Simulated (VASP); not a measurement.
# Sn (Fmmm) in VASP: electric field gradients with r2SCAN

Aim: the electric field gradients of Sn with r2SCAN.

All numbers are computed with VASP 6.6.1; they aren't measurements. Logs are shortened: lines on timing, memory, paths and dates and some standing lists are left out, and cuts for length are marked.

## 1. The cell of the first run

Symmetry: Fmmm, No. 69, orthorhombic system. Conventional cell: a = 3.789 Å, b = 5.319 Å, c = 5.399 Å, α = 90.00°, β = 90.00°, γ = 90.00°. Sn (site symmetry mmm) has 8 Sn at 3.27 to 3.30 Å as nearest neighbours.

This isn't the form of Sn at room conditions, which is tetragonal (white tin).

## 2. Electric field gradients, r2SCAN (xy shear strain of +1.5 %)

Contents of POSCAR:

```
Sn
1.0
   -1.8804419306      1.8804419306      1.8946518192
    1.8804419306     -1.8804419306      1.8946518192
    1.9088617078      1.9088617078     -1.8946518192
Sn
1
Direct
    0.0000000000      0.0000000000      0.0000000000
```

Contents of INCAR.step1:

```
ALGO = Normal
EDIFF = 1E-4
ENCUT = 520
GGA = PE
ISMEAR = -1
LASPH = T
LCHARG = F
LREAL = F
LWAVE = T
NBANDS = 13
NELM = 100
PREC = Accurate
SIGMA = 0.08
```

Contents of INCAR.step2:

```
ALGO = Normal
EDIFF = 1E-8
ENCUT = 520
ISIF = 2
ISMEAR = -1
ISTART = 1
LASPH = T
LCHARG = F
LEFG = T
LMIXTAU = T
LREAL = F
LWAVE = F
METAGGA = R2SCAN
NBANDS = 13
NELM = 100
PREC = Accurate
SIGMA = 0.08
```

Contents of KPOINTS:

```
k-points
0
Gamma
  14 14 14
```

Potentials or basis: VASP PAW PBE potentials, release 64 (Sn_d).

Command:

```bash
$ cat potpaw_PBE.64/Sn_d/POTCAR > POTCAR
$ cp INCAR.step1 INCAR
$ mpirun -np 1 vasp_std > vasp.out
$ cp INCAR.step2 INCAR
$ mpirun -np 1 vasp_std > vasp.out
```

OUTCAR:

```text
EDIFF = 1E-8
   ENCUT = 520
   ISIF = 2
   ISMEAR = -1
   ISTART = 1
   LASPH = T
   LREAL = F
   METAGGA = R2SCAN
   NELM = 100
   PREC = Accurate

 ion  position               nearest neighbor table
   1  0.000  0.000  0.000-

  LATTYP: Found a face centered orthorhombic cell.
 ALAT       =     3.7893036384
 B/A-ratio  =     1.4036069607
 C/A-ratio  =     1.4248201641

  Lattice vectors:

 A1 = (   3.7893036384,   0.0284197772,   0.0000000000)
 A2 = (   1.9088617078,   1.9088617078,   1.8946518192)
 A3 = (   1.8804419306,  -1.8804419306,   1.8946518192)

Analysis of symmetry for initial positions (statically):
=====================================================================
 Subroutine PRICEL returns:
 Original cell was already a primitive cell.

 Routine SETGRP: Setting up the symmetry group for a
 face centered orthorhombic supercell.

 Subroutine GETGRP returns: Found  8 space group operations
 (whereof  8 operations were pure point group operations)
 out of a pool of  8 trial point group operations.

The static configuration has the point symmetry D_2h.

Analysis of symmetry for dynamics (positions and initial velocities):
=====================================================================
 Subroutine PRICEL returns:
 Original cell was already a primitive cell.

 Routine SETGRP: Setting up the symmetry group for a
 face centered orthorhombic supercell.

 Subroutine GETGRP returns: Found  8 space group operations
 (whereof  8 operations were pure point group operations)
 out of a pool of  8 trial point group operations.

The dynamic configuration has the point symmetry D_2h.

 Subroutine INISYM returns: Found  8 space group operations
 (whereof  8 operations are pure point group operations),
 and found     1 'primitive' translations

----------------------------------------------------------------------------------------

                                     Primitive cell

  volume of cell :      27.2034

  direct lattice vectors                    reciprocal lattice vectors
    -1.880441931  1.880441931  1.894651819    -0.001979367  0.263915576  0.263900731
[... 126 lines left out ...]
  ext. energy  EPLUGINS =         0.00000000
  ---------------------------------------------------
  free energy    TOTEN  =       -24.50998276 eV

  energy without entropy =      -24.50015837  energy(sigma->0) =      -24.50507057

 E-fermi :   8.0081     XC(G=0): -11.2585

 val. band max:        8.0013479218   @ k =  -0.2143  -0.2857   0.1429
 cond. band min:       8.0182745834   @ k =  -0.2857   0.3571   0.3571
 fundamental gap:      0.0169266616
 Fermi energy:         8.0080544936

 k-point     1 :       0.0000    0.0000    0.0000
  band No.  band energies     occupation
      1     -14.2539      2.00000
      2     -14.2471      2.00000
      3     -14.2395      2.00000
      4     -14.0943      2.00000
      5     -14.0938      2.00000
      6      -3.6240      2.00000
      7      16.2915      0.00000
      8      16.4484      0.00000
      9      16.5898      0.00000
     10      20.8451      0.00000
     11      20.9341      0.00000
     12      21.0413      0.00000
     13      21.1898      0.00000
[... 354 lines left out ...]
  band No.  band energies     occupation
      1     -14.2691      2.00000
      2     -14.2109      2.00000
      3     -14.1177      2.00000
      4     -14.1052      2.00000
      5     -14.0591      2.00000
      6      -0.3661      2.00000
      7       6.6198      2.00000
      8      10.1607      0.00000
      9      13.0452      0.00000
     10      17.7196      0.00000
     11      20.0468      0.00000
     12      21.3819      0.00000
     13      25.4942      0.00000

 [... further k-points ...]

------------------------ aborting loop because EDIFF is reached ----------------------------------------

  FORCE on cell =-STRESS in cart. coord.  units (eV):
  Direction    XX          YY          ZZ          XY          YZ          ZX
  --------------------------------------------------------------------------------------
  -------------------------------------------------------------------------------------
  Total       -0.0903412     -0.0903412     -0.0837414     -0.0880855      0.0000000      0.0000000
  in kB       -5.3207490     -5.3207490     -4.9320442     -5.1878980      0.0000000      0.0000000
  external PRESSURE =      -5.1911808 kB  Pullay stress =       0.0000000 kB

 VOLUME and BASIS-vectors are now :
 -----------------------------------------------------------------------------
  energy-cutoff  :      520.00
  volume of cell :       27.20
      direct lattice vectors                 reciprocal lattice vectors
    -1.880441931  1.880441931  1.894651819    -0.001979367  0.263915576  0.263900731
     1.880441931 -1.880441931  1.894651819     0.263915576 -0.001979367  0.263900731
     1.908861708  1.908861708 -1.894651819     0.261936209  0.261936209  0.000000000

 POSITION                                       TOTAL-FORCE (eV/Angst)
 -----------------------------------------------------------------------------------
      0.00000      0.00000      0.00000        -0.000000      0.000000      0.000000
 -----------------------------------------------------------------------------------
    total drift:                               -0.000000     -0.000000      0.000000

  FREE ENERGIE OF THE ION-ELECTRON SYSTEM (eV)
  ---------------------------------------------------
  free  energy   TOTEN  =       -24.5099827598 eV

  energy  without entropy=      -24.5001583740  energy(sigma->0) =      -24.50507057

 Electric field gradients (V/A^2)
---------------------------------------------------------------------
 ion       V_xx      V_yy      V_zz      V_xy      V_xz      V_yz
---------------------------------------------------------------------
   1       0.267     0.267    -0.535     8.365    -0.003    -0.003
---------------------------------------------------------------------

 Electric field gradients after diagonalization (V/A^2)
 (convention: |V_zz| > |V_xx| > |V_yy|)
----------------------------------------------------------------------
 ion       V_xx      V_yy      V_zz     asymmetry (V_yy - V_xx)/ V_zz
----------------------------------------------------------------------
   1      -8.098    -0.535     8.633       0.876
----------------------------------------------------------------------

           NMR quadrupolar parameters

 Cq : quadrupolar parameter    Cq=e*Q*V_zz/h
 eta: asymmetry parameters     (V_yy - V_xx)/ V_zz
 Q  : nuclear electric quadrupole moment in mb (millibarn)
----------------------------------------------------------------------
 ion       Cq(MHz)       eta       Q (mb)
----------------------------------------------------------------------
   1       0.021       0.876       1.000
----------------------------------------------------------------------
```

OSZICAR.step1:

```text
N       E                     dE             d eps       ncg     rms          rms(c)
DAV:   1     0.806418733460E+02    0.80642E+02   -0.71863E+03 11448   0.160E+03
DAV:   2     0.185727083818E+01   -0.78785E+02   -0.76308E+02 11913   0.339E+02
DAV:   3    -0.367841836679E+01   -0.55357E+01   -0.55155E+01 13302   0.730E+01
DAV:   4    -0.379226818229E+01   -0.11385E+00   -0.11383E+00 13165   0.112E+01
DAV:   5    -0.379626770089E+01   -0.39995E-02   -0.39994E-02 14453   0.204E+00    0.132E+00
DAV:   6    -0.378646472638E+01    0.98030E-02   -0.10513E-02 14181   0.176E+00    0.733E-01
DAV:   7    -0.378327529472E+01    0.31894E-02   -0.68632E-03 13971   0.136E+00    0.988E-02
DAV:   8    -0.378314976952E+01    0.12553E-03   -0.67836E-04 13621   0.432E-01    0.228E-02
DAV:   9    -0.378314966647E+01    0.10306E-06   -0.93770E-06  7134   0.433E-02
   1 F= -.37831497E+01 E0= -.37782621E+01  d E =-.977521E-02
```

Run time: 2.9 min. Hardware: 1 thread of Intel Xeon 6975P-C (Granite Rapids), shared host; peak memory 0.26 GiB.

What came out:

- Free energy: -24.5100 eV
- Pressure: -0.5 GPa
- Band gap on the k mesh: none (metal or under the smearing width)

Electric field gradients, principal values (V/Å²):
| atom | Vxx | Vyy | Vzz |
| --- | --- | --- | --- |
| 1 Sn | -0.535 | -8.098 | 8.633 |

Caveat: the PAW data sets were made with another functional, which shifts forces and pressure a little.
